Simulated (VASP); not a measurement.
Cr, 8 atoms in the cell. The cell holds a slab with vacuum, 8 atoms: a = 2.884 Å, b = 2.884 Å, c = 25.094 Å, α = 90.00°, β = 90.00°, γ = 90.00°. The slab is cut from a database's or a generator's crystal, which needn't be the stable form of the element.

```yaml
Program: VASP 6.6.1
Task: single point
Functional: PBE
Potentials_or_basis: VASP PAW PBE potentials, release 64 (Cr_pv)
Cutoff: 600 eV
k_mesh: 7 × 7 × 1
Occupations: fermi-dirac, width 0.05 eV
Spin: collinear spin, ferromagnetic start
Starting_moments: "[3.0, 3.0, 3.0, 3.0, 3.0, 3.0, 3.0, 3.0] μB"
Dipole_correction: yes
Further_INCAR_settings: ALGO = Normal; EDIFF = 1e-07
```

Potentials or basis: VASP PAW PBE potentials, release 64 (Cr_pv).

The run is started by

```bash
$ cat potpaw_PBE.64/Cr_pv/POTCAR > POTCAR
$ mpirun -np 1 vasp_std > vasp.out
```

Hardware: 1 thread of AMD EPYC 9R45 96-Core Processor (Zen 5), on a shared host.

Problem. How long does it take, and how much memory?

Solution. It took 28 min on 1 thread of AMD EPYC 9R45 96-Core Processor (Zen 5), with other jobs on the host, peak memory 0.51 GiB. Counts: scf iterations 109, k points 10.
